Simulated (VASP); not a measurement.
Write the native input for VASP 6.6.1 that does the following.

```yaml
Task: work function
Functional: PBE
Potentials_or_basis: VASP PAW PBE potentials, release 64 (Ta_pv)
Cutoff: 520 eV
k_mesh: 9 × 6 × 1
Occupations: gaussian, width 0.05 eV
Spin: no spin polarisation
Dipole_correction: yes
Further_INCAR_settings: ALGO = Normal; EDIFF = 1e-06
```

The structure of Ta lies in POSCAR:

```
Ta
1.0
    2.8601008575      0.0000000000      0.0000000000
    0.0000000000      4.6705251426      0.0000000000
    0.0000000000      0.0000000000     25.7861157932
Ta
9
Direct
    0.3333333333      0.5000000000      0.2908541969
    0.6666666667      0.0000000000      0.3431406477
    0.0000000000      0.5000000000      0.3954270984
    0.3333333333      0.0000000000      0.4477135492
    0.6666666667      0.5000000000      0.5000000000
    0.0000000000      0.0000000000      0.5522864508
    0.3333333333      0.5000000000      0.6045729016
    0.6666666667      0.0000000000      0.6568593523
    0.0000000000      0.5000000000      0.7091458031
```

The slab is cut from a database's or a generator's crystal, which needn't be the stable form of the element.

The cell isn't the ideal one: the (2 1 1) slab of Ta, cut from the database cell, not relaxed.

The input as run:

INCAR

```
SYSTEM = Ta
ALGO     = Normal         ! electronic algorithm
DIPOL    = 0.5 0.5 0.500
EDIFF    = 1E-6           ! SCF threshold, eV
ENCUT    = 520            ! plane-wave cutoff, eV
GGA      = PE             ! functional
IDIPOL   = 3            
ISIF     = 2              ! what is computed and relaxed
ISMEAR   = 0              ! smearing method
LASPH    = .True.         ! aspherical terms in the spheres
LCHARG   = .True.         ! write CHGCAR
LDIPOL   = .True.       
LELF     = .True.         ! ELF
LREAL    = .False.        ! projectors in reciprocal space
LVACPOTAV= .True.       
LVHAR    = .True.       
LWAVE    = .False.        ! write WAVECAR
NELM     = 100            ! most SCF steps
PREC     = Accurate       ! precision mode
SIGMA    = 0.05           ! smearing width, eV
```

KPOINTS

```
k-points
0
Gamma
  9 6 1
  0 0 0
```

Potentials or basis: VASP PAW PBE potentials, release 64 (Ta_pv).

Run with:

```sh
$ cat potpaw_PBE.64/Ta_pv/POTCAR > POTCAR
$ mpirun -np 1 vasp_std > vasp.out
```

It gave:

```
Largest force                   : 1.026 eV/Å
Band gap on the k mesh          : none (metal or under the smearing width)
Work function of the upper face : 3.70 eV
Work function of the lower face : 3.70 eV
```

Run time: 7.6 min on 1 thread of Intel(R) Xeon(R) 6975P-C (Granite Rapids) (shared host), peak memory 0.58 GiB.
